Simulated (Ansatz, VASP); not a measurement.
**Ag in VASP and in Ansatz**

File INCAR:

```
SYSTEM = Ag
PREC     = Accurate       ! precision mode
ENCUT    = 520            ! plane-wave cutoff, eV
EDIFF    = 1E-6           ! SCF threshold, eV
ISMEAR   = -1             ! smearing method
SIGMA    = 0.05           ! smearing width, eV
LREAL    = .FALSE.        ! projectors in reciprocal space
LASPH    = .TRUE.         ! aspherical terms in the spheres
NELM     = 100            ! most SCF steps
ALGO     = Normal         ! electronic algorithm
ISIF     = 2              ! what is computed and relaxed
LWAVE    = .FALSE.        ! write WAVECAR
LCHARG   = .TRUE.         ! write CHGCAR
GGA      = PE             ! functional
LELF     = .TRUE.         ! ELF
LVHAR    = .TRUE.       
NBANDS   = 12             ! bands
```

File KPOINTS:

```
regular mesh
0
G
  16 16 16
  0 0 0
```

The input POSCAR:

```
Ag
1.0
   -1.4525313748      1.4525313748      1.4525313748
    1.4525313748     -1.4525313748      1.4525313748
    1.4525313748      1.4525313748     -1.4525313748
Ag
1
Direct
    0.0000000000      0.0000000000      0.0000000000
```

Input for Ansatz:

```yaml
crystal:
  lattice:
    - [-1.4525313748, 1.4525313748, 1.4525313748]
    - [1.4525313748, -1.4525313748, 1.4525313748]
    - [1.4525313748, 1.4525313748, -1.4525313748]
  atoms:
    - { symbol: Ag, position: [0.0, 0.0, 0.0] }
kpoints:
  mp_grid: { grid: [16, 16, 16] }
scf:
  occupations: { method: fermi_dirac, width: 0.05 }
hamiltonian:
  xc: pbe
  pseudopotentials: { kind: all_electron, lapw: { basis_error: 0.001 } }
output:
  forces: true
  stress: true
  eigenvalues: true
  populations: true
```

Change from the starting cell: volume scaled by 0.68, LAPW.

Alike in both runs: task single point; functional PBE; k mesh 16 × 16 × 16; occupations fermi-dirac, width 0.05 eV; no spin polarisation.

```csv
,VASP,Ansatz
version,VASP 6.6.1,Ansatz 0.2.0
potentials or method,"VASP PAW PBE potentials, release 64 (Ag)","all-electron LAPW, scalar-relativistic"
plane-wave cutoff (eV),520,see its input
```

```tsv
	VASP	Ansatz	Ansatz less VASP
pressure (GPa)	99.7	100.6	+0.92
```

Ansatz ran all-electron here, so the differences hold the error of VASP's frozen core and of both bases.

Caveats: the cell as given lies far from equilibrium; so large a pressure means that the cell lies far from this level's equilibrium, or that cutoff or potentials fall short (VASP).
